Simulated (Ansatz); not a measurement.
Squeezing Lu (beta tin type)

```xyz
2
Lattice="-3.0550 3.0550 1.6321 3.0550 -3.0550 1.6321 3.0550 3.0550 -1.6321" Properties=species:S:1:pos:R:3 pbc="T T T"
Lu    0.0000   -1.5275   -0.4080
Lu    0.0000    1.5275    0.4080
```

The cell comes from a relaxation on PAW files under the same functional, begun from a prototype that needn't be the stable phase.

Its volume is scaled, and at each volume shape and atoms are relaxed on PAW files; all methods then take that cell.

Level of theory: DFT with PBE, scalar-relativistic, in Ansatz 0.2.0; a Γ-centred 15×15×15 k mesh, Fermi–Dirac smearing of 0.05 eV, no spin polarisation. LAPW: all electrons, basis error target 1 meV/atom; PAW: frozen-core files, cutoff 420 eV; norm-conserving: pseudopotentials, cutoff 1361 eV; crystal datasets: all electrons, by PAW datasets that the program makes for each cell; PAW (cutoff 300 eV): frozen-core files, cutoff 300 eV.

Energies are extrapolated to zero smearing and count from the unscaled cell; pressure is positive in compression; gaps take the mesh and a band path. No temperature or zero-point motion is included.

Spin–orbit coupling is left out, which matters for the heavy atoms. The structure type is held throughout; the real material can change phase at far lower pressure.

| V/V0 | V (Å³/atom) | P LAPW (GPa) | ΔE LAPW (eV/atom) | P PAW − LAPW (GPa) | ΔE PAW − LAPW (meV/atom) | space group | shortest distance (Å) |
| --- | --- | --- | --- | --- | --- | --- | --- |
| 1.00 | 30.46 | 0.00 | 0.000 | 0.00 | 0.0 | I4_1/amd | 3.162 |
| 0.88 | 26.81 | 5.64 | 0.059 | -0.01 | -0.1 | I4_1/amd | ? |
| 0.78 | 23.76 | 13.33 | 0.233 | -0.01 | -0.2 | I4_1/amd | 2.887 |
| 0.68 | 20.72 | 26.5 | 0.600 | -0.02 | -0.4 | I4_1/amd | 2.747 |
| 0.58 | 17.67 | ? | 1.301 | -0.05 | -0.8 | I4_1/amd | 2.595 |
| 0.50 | 15.23 | 85.6 | 2.305 | -0.13 | -2.1 | I4_1/amd | 2.460 |
| 0.43 | 13.10 | 143.2 | 3.788 | -0.19 | -4.3 | I4_1/amd | 2.335 |

Problem. Fill in "P LAPW (GPa)" for the row "0.58".

Solution. 50.0.

Problem. Fill in "shortest distance (Å)" for the row "0.88".

Solution. 3.017.

Problem. Fit the Vinet equation to the LAPW pressures over the whole range, with residuals weighted by 1/(|P| + 0.03·Pmax).

Solution. V0 = 30.51 Å³/atom, B0 = 31.2 GPa and B0′ = 4.34, and the fit misses no point by more than 4.9 GPa. A fit over so wide a range pins B0 less well than one near rest.

Problem. From the table, what is the rise of the enthalpy H = E + pV up to the last row, and how stiff is the crystal between the last two rows?

Solution. ΔH = 3.788 eV + (143.2 GPa × 13.10 Å³ + 0.00 GPa × 30.46 Å³) × 0.006242 eV/(GPa·Å³) = 15.50 eV/atom, of which pV makes 76 %. The mean bulk modulus there is −ΔP/Δln V = 382 GPa.

Problem. At the smallest volume, how far do norm-conserving and crystal datasets and PAW (cutoff 300 eV) lie from LAPW in pressure?

Solution. norm-conserving: -1.38 GPa; crystal datasets: 0.00 GPa; PAW (cutoff 300 eV): +2.65 GPa, on a LAPW pressure of 143.2 GPa.

Problem. How do the Löwdin populations by LAPW change from the unscaled cell to the last row?

Solution. Lu 5s 1.95 → 1.81, Lu 6s 0.84 → 0.43, Lu 5p 5.96 → 5.78, Lu 5d 2.19 → 3.08, Lu 4f 13.99 → 13.91 electrons an atom. These are projections on the shells that the free atoms fill; 0.15 e a cell lies outside them at the start and 0.03 e at the end.
